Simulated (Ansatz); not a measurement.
Starting structure of a cell relaxation (symmetry kept):

```cif
data_structure
_symmetry_space_group_name_H-M 'P 1'
_symmetry_Int_Tables_number 1
_cell_length_a 4.7638
_cell_length_b 4.7638
_cell_length_c 4.7638
_cell_angle_alpha 141.758
_cell_angle_beta 141.758
_cell_angle_gamma 55.193
_cell_volume 41.12
loop_
_atom_site_label
_atom_site_type_symbol
_atom_site_fract_x
_atom_site_fract_y
_atom_site_fract_z
_atom_site_occupancy
Al1 Al 0.65920 0.65920 0.00000 1
Al2 Al 0.34080 0.34080 0.00000 1
Ru1 Ru 0.00000 0.00000 0.00000 1
```

Computed with DFT r2SCAN, scalar-relativistic, plane waves, PAW (Ansatz 0.2.0).

Plane waves to 500 eV, a k mesh through Γ of 18×18×18 on the computed 3-atom cell and Gaussian smearing (0.10 eV); no spin polarisation.

Question: What does it relax to?

Answer: The volume increases by 0.01 Å³/atom to 13.72 Å³/atom, and the energy changes by under 0.1 meV/atom. Final structure:
```cif
data_structure
_symmetry_space_group_name_H-M 'P 1'
_symmetry_Int_Tables_number 1
_cell_length_a 4.7647
_cell_length_b 4.7647
_cell_length_c 4.7647
_cell_angle_alpha 141.754
_cell_angle_beta 141.754
_cell_angle_gamma 55.200
_cell_volume 41.15
loop_
_atom_site_label
_atom_site_type_symbol
_atom_site_fract_x
_atom_site_fract_y
_atom_site_fract_z
_atom_site_occupancy
Al1 Al 0.65909 0.65909 0.00000 1
Al2 Al 0.34091 0.34091 0.00000 1
Ru1 Ru 0.00000 0.00000 0.00000 1
```

Course of the relaxation (steps run on the plane waves of an earlier cell, and the basis is chosen afresh near the end, so energy and pressure can step there; trial steps that raised the energy were taken back; energies are free energies):

```
step largest force component (eV/Å) P (GPa) V (Å³/atom)
   1                           0.018     0.12        13.71
   2                           0.007    -0.04        13.72
   3                           0.001     0.00        13.72
   4                           0.001     0.00        13.72
```